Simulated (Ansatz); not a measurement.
# MoP: the cost of one run

Method: DFT PBEsol, scalar-relativistic, plane waves, PAW, in Ansatz 0.2.0.

5 further runs of the same task are left out: 3 that didn't finish, 2 set aside as unsound or not needed.

### 1 The structure to begin with

It takes space group P-6m2 (No. 187, hexagonal). The conventional cell has a = 3.206 Å, b = 3.206 Å, c = 3.174 Å, α = 90.00°, β = 90.00°, γ = 120.00°. Around Mo (site symmetry -6m2) lie 6 P at 2.44 Å. Around P (site symmetry -6m2) lie 6 Mo at 2.44 Å.

Coordinates:

```
CELL_PARAMETERS angstrom
3.20623 0.00000 0.00000
-1.60312 2.77668 0.00000
0.00000 0.00000 3.17414
ATOMIC_POSITIONS crystal
Mo 0.00000 0.00000 0.00000
P 0.33333 0.66667 0.50000
```

It is the result of an earlier relaxation at this level (volume 14.13 Å³/atom; gap on the mesh: none (metal)).

### 2 Cutting the slab

Planes are indexed in the bulk's conventional cell (P-6m2 (No. 187)), a = 3.206 Å, b = 3.206 Å, c = 3.174 Å, α = 90.00°, β = 90.00°, γ = 120.00°.

A (001) slab, 7.9 Å thick as cut, with 17 Å of vacuum; its outer planes are Mo (top) and P (bottom).

The slab as cut. Its planes from the bottom up:

```csv
plane,atoms per cell,height over the lowest (Å)
1,P,0.00
2,Mo,1.59
3,P,3.17
4,Mo,4.76
5,P,6.35
6,Mo,7.94
```

### 3 Relaxing the clean slab

input.yaml

```yaml
crystal:
  lattice:
    - [3.2062346807, 0.0, 0.0]
    - [-1.6031173403, 2.7766806839, 0.0]
    - [0.0, 0.0, 24.935337741]
  atoms:
    - { symbol: P, position: [0.3333333333, 0.6666666667, 0.3408816872] }
    - { symbol: Mo, position: [0.0, 0.0, 0.4045290123] }
    - { symbol: P, position: [0.3333333333, 0.6666666667, 0.4681763374] }
    - { symbol: Mo, position: [0.0, 0.0, 0.5318236626] }
    - { symbol: P, position: [0.3333333333, 0.6666666667, 0.5954709877] }
    - { symbol: Mo, position: [0.0, 0.0, 0.6591183128] }
basis:
  ecutwfc: 420
kpoints:
  mp_grid: { grid: [9, 9, 1] }
hamiltonian:
  xc: pbesol
scf:
  occupations: { method: gaussian, width: 0.1 }
output:
  forces: true
  eigenvalues: true
  write_density: true
  write_potential: true
  elf: true
  volumetric_format: npy
relax:
  adjacent_minimum: "off"
  f_tol: 0.03
  max_steps: 70
  constraints: [{ sites: [0, 1, 2] }]
efield:
  axis: 3
  dipole_correction: true
  ramp_width: 0.04
```

Launch:

```
$ ansatz run input.yaml --threads 2 --pin off --max-ram 5120MiB --backend cpu --events-out ev --progress --plain --runs-dir out
```

**Question.** How long does this run take on 2 threads of Arm Neoverse V1, shared host, and how much memory does it need?

About 25 s, with a peak of 0.46 GiB.
